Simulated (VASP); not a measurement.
**Relaxed cell of BaTiO3: a test of cutoff and mesh**

How far does the relaxed cell of BaTiO3 depend on cutoff and k mesh? The starting structure is a measured crystal structure from the Crystallography Open Database. The first relaxation on each setting starts from this cell expanded by 3 % in volume.

Program: VASP 6.6.1. Level of theory: Kohn-Sham DFT with plane waves and PAW; PBEsol. Results are calculated unless marked as measured.

## (1) The starting structure

It takes space group P4mm (No. 99, tetragonal). The conventional cell has a = 3.990 Å, b = 3.990 Å, c = 4.023 Å, α = 90.00°, β = 90.00°, γ = 90.00°. Nearest to Ba lie 12 O at 2.80 to 2.87 Å. Nearest to Ti lie 6 O at 1.84 to 2.18 Å. Nearest to O lie 2 Ti at 2.00 Å and 4 Ba at 2.80 to 2.87 Å. Nearest to O lie 2 Ti at 1.84 to 2.18 Å and 4 Ba at 2.82 Å. Farther neighbours and most contacts between anions are not listed.

## (2) Reference relaxation

This run starts from the cell of an earlier relaxation, which isn't shown; the restart sets up the plane waves anew.

INCAR reads:

```
SYSTEM = BaTiO3
PREC = Accurate
ENCUT = 520
EDIFF = 1E-06
NELM = 100
ISMEAR = 0
SIGMA = 0.03
LREAL = .FALSE.
ALGO = Normal
GGA = PS
NBANDS = 55
ISPIN = 2
MAGMOM = 0 0 1 -1 0 0 0 0 0 0
LASPH = .TRUE.
LMAXMIX = 4
LORBIT = 11
LWAVE = .FALSE.
LCHARG = .FALSE.
KPAR = 16
IBRION = 2
NSW = 50
ISIF = 3
EDIFFG = -0.006
```

POSCAR reads:

```
BaTiO3
1.0
    3.9671473233      0.0000000000      0.0000000000
    0.0000000000      3.9671473233      0.0000000000
    0.0000000000      0.0000000000      8.1388391620
Ba Ti O
2 2 6
Direct
    0.0000000000      0.0000000000      0.0028684868
    0.0000000000      0.0000000000      0.5028684868
    0.5000000000      0.5000000000      0.2611616792
    0.5000000000      0.5000000000      0.7611616792
    0.0000000000      0.5000000000      0.2435754629
    0.0000000000      0.5000000000      0.7435754629
    0.5000000000      0.0000000000      0.2435754629
    0.5000000000      0.0000000000      0.7435754629
    0.5000000000      0.5000000000      0.4873189083
    0.5000000000      0.5000000000      0.9873189083
```

KPOINTS reads:

```
Automatic mesh
0
Gamma
6 6 4
0 0 0
```

PAW data sets: Ba_sv, Ti_sv and O (PBE family, release 64).

Command:

```
$ mpirun -np 16 vasp_std
```

The log of the run:

```text
[banner, memory and clock lines left out]
running   16 mpi-ranks, on    1 nodes
 distrk:  each k-point on    1 cores,   16 groups
 distr:  one band on    1 cores,    1 groups

 POSCAR found type information on POSCAR BaTiO
 POSCAR found :  3 types and      10 ions
|                                                                             |
|           W    W    AA    RRRRR   N    N  II  N    N   GGGG   !!!           |
|           W    W   A  A   R    R  NN   N  II  NN   N  G    G  !!!           |
|           W    W  A    A  R    R  N N  N  II  N N  N  G       !!!           |
|           W WW W  AAAAAA  RRRRR   N  N N  II  N  N N  G  GGG   !            |
|           WW  WW  A    A  R   R   N   NN  II  N   NN  G    G                |
|           W    W  A    A  R    R  N    N  II  N    N   GGGG   !!!           |
|                                                                             |
|     For optimal performance we recommend to set                             |
|       NCORE = 2 up to number-of-cores-per-socket                            |
|     NCORE specifies how many cores store one orbital (NPAR=cpu/NCORE).      |
|     This setting can greatly improve the performance of VASP for DFT.       |
|     The default, NCORE=1 might be grossly inefficient on modern             |
|     multi-core architectures or massively parallel machines. Do your        |
|     Unfortunately you need to use the default for GW and RPA                |
|     calculations (for HF NCORE is supported but not extensively tested      |
|     yet).                                                                   |
|                                                                             |

|                                                                             |
|               ----> ADVICE to this user running VASP <----                  |
|                                                                             |
|     You enforced a specific xc type in the INCAR file but a different       |
|     [... a line on the potential file left out ...]
|     I HOPE YOU KNOW WHAT YOU ARE DOING!                                     |
|                                                                             |

 LDA part: xc-table for (Slater+PW92), standard interpolation
 POSCAR, INCAR and KPOINTS ok, starting setup
 FFT: planning ... GRIDC
 FFT: planning ... GRID_SOFT
 FFT: planning ... GRID
 WAVECAR not read
 entering main loop
       N       E                     dE             d eps       ncg     rms          rms(c)
DAV:   1     0.968932001705E+03    0.96893E+03   -0.39273E+04  6600   0.158E+03
DAV:   2     0.411364607566E+02   -0.92780E+03   -0.85618E+03  7077   0.456E+02
DAV:   3    -0.943309660913E+02   -0.13547E+03   -0.13262E+03  8491   0.171E+02
DAV:   4    -0.103374225808E+03   -0.90433E+01   -0.90148E+01 10160   0.402E+01
DAV:   5    -0.103773425989E+03   -0.39920E+00   -0.39892E+00  8970   0.711E+00    0.348E+01
DAV:   6    -0.839056852875E+02    0.19868E+02   -0.92367E+01  9874   0.682E+01    0.141E+01
DAV:   7    -0.843500574976E+02   -0.44437E+00   -0.18411E+01  9305   0.243E+01    0.103E+01
DAV:   8    -0.839982927980E+02    0.35176E+00   -0.18766E+00  9276   0.110E+01    0.338E+00
DAV:   9    -0.840091912494E+02   -0.10898E-01   -0.46220E-01  8783   0.349E+00    0.133E+00
DAV:  10    -0.840104502407E+02   -0.12590E-02   -0.71351E-02  8423   0.126E+00    0.106E+00
DAV:  11    -0.840045902234E+02    0.58600E-02   -0.20222E-02  8832   0.129E+00    0.281E-01
DAV:  12    -0.840042554175E+02    0.33481E-03   -0.19513E-03 10087   0.274E-01    0.640E-02
DAV:  13    -0.840041313677E+02    0.12405E-03   -0.46954E-04  8220   0.142E-01    0.383E-02
DAV:  14    -0.840041523291E+02   -0.20961E-04   -0.74621E-05 10003   0.696E-02    0.277E-02
DAV:  15    -0.840041571975E+02   -0.48684E-05   -0.27790E-05  7980   0.260E-02    0.115E-02
DAV:  16    -0.840041569826E+02    0.21492E-06   -0.18445E-06  6267   0.758E-03
   1 F= -.84004157E+02 E0= -.84004157E+02  d E =-.840042E+02  mag=    -0.0000
 curvature:   0.00 expect dE= 0.000E+00 dE for cont linesearch  0.000E+00
 trial: gam= 0.00000 g(F)=  0.194E-05 g(S)=  0.195E-04 ort = 0.000E+00 (trialstep = 0.100E+01)
 search vector abs. value=  0.214E-04
 reached required accuracy - stopping structural energy minimisation
```

Wall time 49 s (16 MPI ranks of Intel Xeon 6975P-C (Granite Rapids), shared host); peak memory 8.4 GiB.

Lines that name or quote the potential files are left out of all logs, and their timing lines are given in words.

From OUTCAR (step 2):

```text
ion  position               nearest neighbor table
   1  0.000  0.000  0.003-   5 2.79   7 2.79   5 2.79   7 2.79  10 2.81  10 2.81  10 2.81  10 2.81
                             8 2.90   8 2.90   6 2.90   6 2.90   4 3.43   4 3.43   4 3.43   4 3.43
   2  0.000  0.000  0.503-   6 2.79   8 2.79   6 2.79   8 2.79   9 2.81   9 2.81   9 2.81   9 2.81
                             7 2.90   5 2.90   5 2.90   7 2.90   3 3.43   3 3.43   3 3.43   3 3.43
   3  0.500  0.500  0.261-   9 1.84   7 1.99   5 1.99   7 1.99   5 1.99  10 2.23   2 3.43   2 3.43
                             2 3.43   2 3.43   1 3.51   1 3.51   1 3.51   1 3.51
   4  0.500  0.500  0.761-  10 1.84   8 1.99   6 1.99   8 1.99   6 1.99   9 2.23   1 3.43   1 3.43
                             1 3.43   1 3.43   2 3.51   2 3.51   2 3.51   2 3.51
   5  0.000  0.500  0.244-   3 1.99   3 1.99   1 2.79   1 2.79   2 2.90   2 2.90
   6  0.000  0.500  0.744-   4 1.99   4 1.99   2 2.79   2 2.79   1 2.90   1 2.90
   7  0.500  0.000  0.244-   3 1.99   3 1.99   1 2.79   1 2.79   2 2.90   2 2.90
   8  0.500  0.000  0.744-   4 1.99   4 1.99   2 2.79   2 2.79   1 2.90   1 2.90
   9  0.500  0.500  0.487-   3 1.84   4 2.23   2 2.81   2 2.81   2 2.81   2 2.81
  10  0.500  0.500  0.987-   4 1.84   3 2.23   1 2.81   1 2.81   1 2.81   1 2.81

  LATTYP: Found a simple tetragonal cell.
 ALAT       =     3.9671473233
 C/A-ratio  =     2.0515595965

 Subroutine GETGRP returns: Found  8 space group operations
 (whereof  8 operations were pure point group operations)

The static configuration has the point symmetry C_4v.

 Found     30 irreducible k-points:

   k-points           NKPTS =     30   k-points in BZ     NKDIM =     30   number of bands    NBANDS=     55

   dimension x,y,z NGX =    30 NGY =   30 NGZ =   64
   dimension x,y,z NGXF=    60 NGYF=   60 NGZF=  128

   ENCUT  =  520.0 eV  38.22 Ry    6.18 a.u.   7.38  7.38 15.13*2*pi/ulx,y,z

   NELECT =      80.0000    total number of electrons

 k-points in reciprocal lattice and weights: Automatic mesh
   0.00000000  0.00000000  0.00000000       0.007
   0.16666667  0.00000000  0.00000000       0.028
   0.33333333  0.00000000  0.00000000       0.028
   0.50000000  0.00000000  0.00000000       0.014
   0.16666667  0.16666667  0.00000000       0.028
   0.33333333  0.16666667  0.00000000       0.056
   0.50000000  0.16666667  0.00000000       0.028
   0.33333333  0.33333333  0.00000000       0.028
   0.50000000  0.33333333  0.00000000       0.028
[...]
0.50000000  0.33333333  0.50000000       0.028
   0.50000000  0.50000000  0.50000000       0.007

 average (electrostatic) potential at core
       1 -32.7762       2 -32.7762       3 -76.5736       4 -76.5736       5 -69.6349
       6 -69.6349       7 -69.6349       8 -69.6349       9 -69.8297      10 -69.8297

 E-fermi :   3.9854

 spin component 1
 k-point     1 :       0.0000    0.0000    0.0000
  band No.  band energies     occupation
    ...
     36       3.0780      1.00000
     37       3.0780      1.00000
     38       3.2638      1.00000
     39       3.3811      1.00000
     40       3.3811      1.00000
     41       5.5767      0.00000
     42       5.7328      0.00000
     43       5.9817      0.00000
     44       5.9817      0.00000
     45       7.3744      0.00000
    ...

 k-point     2 :       0.1667    0.0000    0.0000
  band No.  band energies     occupation
    ...
     36       2.7286      1.00000
     37       2.7376      1.00000
     38       2.8275      1.00000
     39       3.1110      1.00000
     40       3.2416      1.00000
     41       5.9838      0.00000
     42       6.1417      0.00000
     43       6.2188      0.00000
     44       6.2301      0.00000
     45       7.3345      0.00000
    ...

 k-point     3 :       0.3333    0.0000    0.0000
  band No.  band energies     occupation
    ...
     36       2.5290      1.00000
     37       2.7048      1.00000
     38       2.7341      1.00000
     39       2.9005      1.00000
     40       3.3208      1.00000
     41       6.0661      0.00000
     42       6.9886      0.00000
     43       7.0026      0.00000
     44       7.0324      0.00000
     45       7.3839      0.00000
    ...

 k-point     4 :       0.5000    0.0000    0.0000
  band No.  band energies     occupation
    ...
     36       2.5728      1.00000
     37       2.7593      1.00000
     38       2.7857      1.00000
     39       2.8262      1.00000
     40       3.4831      1.00000
     41       6.1051      0.00000
     42       7.3716      0.00000
     43       7.3881      0.00000
     44       7.4054      0.00000
     45       7.4391      0.00000
    ...

 k-point     5 :       0.1667    0.1667    0.0000
  band No.  band energies     occupation
    ...
     36       2.6851      1.00000
     37       2.7007      1.00000
     38       2.7809      1.00000
     39       3.1312      1.00000
     40       3.2454      1.00000
     41       6.1371      0.00000
     42       6.3473      0.00000
     43       6.4150      0.00000
     44       6.5562      0.00000
     45       7.3547      0.00000
    ...

 k-point     6 :       0.3333    0.1667    0.0000
  band No.  band energies     occupation
    ...
     36       2.7925      1.00000
     37       2.8377      1.00000
     38       2.8798      1.00000
     39       3.0613      1.00000
     40       3.3177      1.00000
     41       6.2827      0.00000
     42       7.0188      0.00000
     43       7.0690      0.00000
     44       7.2117      0.00000
     45       7.4456      0.00000
    ...

  Total        0.0435694      0.0435694      0.0154819      0.0000000     -0.0000000      0.0000000
  in kB        0.5449705      0.5449705      0.1936486      0.0000000     -0.0000000      0.0000000
  external PRESSURE =       0.4278632 kB  Pullay stress =       0.0000000 kB

  energy-cutoff  :      520.00
  volume of cell :      128.09
      direct lattice vectors                 reciprocal lattice vectors
     3.967147323  0.000000000  0.000000000     0.252070296  0.000000000  0.000000000
     0.000000000  3.967147323  0.000000000     0.000000000  0.252070296  0.000000000
     0.000000000  0.000000000  8.138839162     0.000000000  0.000000000  0.122867645

 POSITION                                       TOTAL-FORCE (eV/Angst)
 -----------------------------------------------------------------------------------
      0.00000      0.00000      0.02335         0.000000     -0.000000     -0.001373
      0.00000      0.00000      4.09277         0.000000     -0.000000     -0.001373
      1.98357      1.98357      2.12555        -0.000000      0.000000      0.003121
      1.98357      1.98357      6.19497        -0.000000      0.000000      0.003121
      0.00000      1.98357      1.98242         0.000000     -0.000000      0.000536
      0.00000      1.98357      6.05184         0.000000     -0.000000      0.000536
      1.98357      0.00000      1.98242         0.000000     -0.000000      0.000536
      1.98357      0.00000      6.05184         0.000000     -0.000000      0.000536
      1.98357      1.98357      3.96621         0.000000     -0.000000     -0.002819
      1.98357      1.98357      8.03563         0.000000     -0.000000     -0.002819
 -----------------------------------------------------------------------------------
    total drift:                                0.000000      0.000000     -0.001150

  FREE ENERGIE OF THE ION-ELECTRON SYSTEM (eV)
  ---------------------------------------------------
  free  energy   TOTEN  =       -84.0041569826 eV

  energy  without entropy=      -84.0041569826  energy(sigma->0) =      -84.00415698

 reached required accuracy - stopping structural energy minimisation

 total charge
# of ion       s       p       d       tot
------------------------------------------
    1        2.003   5.634   0.339   7.976
    2        2.003   5.634   0.339   7.976
    3        2.223   6.283   1.773  10.278
    4        2.223   6.283   1.773  10.278
    5        1.559   3.453   0.000   5.011
    6        1.559   3.453   0.000   5.011
    7        1.559   3.453   0.000   5.011
    8        1.559   3.453   0.000   5.011
    9        1.564   3.449   0.000   5.013
   10        1.564   3.449   0.000   5.013
--------------------------------------------------
tot         17.815  44.542   4.223  66.580

 magnetization (x)
# of ion       s       p       d       tot
------------------------------------------
    1       -0.000  -0.000   0.000   0.000
    2        0.000   0.000  -0.000  -0.000
    3       -0.000   0.000  -0.000   0.000
    4        0.000  -0.000   0.000  -0.000
    5        0.000   0.000   0.000   0.000
    6       -0.000  -0.000   0.000  -0.000
    7        0.000   0.000   0.000   0.000
    8       -0.000  -0.000   0.000  -0.000
    9        0.000   0.000   0.000   0.000
   10       -0.000  -0.000   0.000  -0.000
--------------------------------------------------
tot          0.000   0.000   0.000   0.000

[... 1 further part left out ...]
```

CONTCAR:

```
BaTiO3
   1.00000000000000
     3.9671473232999999    0.0000000000000000    0.0000000000000000
     0.0000000000000000    3.9671473232999999    0.0000000000000000
     0.0000000000000000    0.0000000000000000    8.1388391620000000
  Ba              Ti              O
     2     2     6
Direct
     0.0000000000000000    0.0000000000000000    0.0028684867999971
     0.0000000000000000    0.0000000000000000    0.5028684867999971
     0.5000000000000000    0.5000000000000000    0.2611616792000007
     0.5000000000000000    0.5000000000000000    0.7611616792000007
     0.0000000000000000    0.5000000000000000    0.2435754628999973
     0.0000000000000000    0.5000000000000000    0.7435754628999973
     0.5000000000000000    0.0000000000000000    0.2435754628999973
     0.5000000000000000    0.0000000000000000    0.7435754628999973
     0.5000000000000000    0.5000000000000000    0.4873189082999971
     0.5000000000000000    0.5000000000000000    0.9873189082999971
```

The moments of the start collapse, so the state is non-magnetic; other starts or orders were not tried. The PAW data sets were made with PBE, which is usual practice but a small mismatch for other functionals. The run keeps the 8 symmetry operations of its start, so it cannot find a distortion of lower symmetry.

The reference relaxation ends at 12.809 Å³ an atom.

[end of part 1 of 3]

[Lines on the potential files, build, host, timing and source positions are cut from VASP's logs without a mark.]

[Logs are printed without paths, hosts, clocks, repeated set-up lines and the standing remarks that a program may print on its own settings, such as how far it seeks lower states.]

[Hosts, paths, dates, database ids (printed as entryN), source tags and the programs' standing remarks are cut or masked in the printed files.]
